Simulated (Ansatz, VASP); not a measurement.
One calculation of Pd, two programs

```
Pd
1.0
     0.00000    1.97409    1.97409
     1.97409    0.00000    1.97409
     1.97409    1.97409    0.00000
Pd
1
Direct
  0.00000 0.00000 0.00000
```

Alike in both runs: task relaxation of cell and atoms; functional PBE; k mesh 18 × 18 × 18; occupations gaussian, width 0.1 eV; no spin polarisation.

|  | VASP | Ansatz |
| --- | --- | --- |
| version | VASP 6.6.1 | Ansatz 0.2.0 |
| potentials or method | VASP PAW PBE potentials, release 64 (Pd) | scalar-relativistic, plane waves, PAW |
| plane-wave cutoff (eV) | 600 | 420 |
| valence electrons in the cell | 10 | 18 |

```csv
,VASP,Ansatz,Ansatz less VASP
"gap on the k mesh at the Fermi level, each at its own relaxed structure (eV)",none,none,-
relaxed volume (Å³/atom),15.29,15.32,+0.030
relaxed cell length with the largest relative difference (Å),2.786,2.788,+0.0018
```

A gap of «none» marks a metal or a gap that the smearing closes. The two sets of potentials don't hold the same shells in valence.
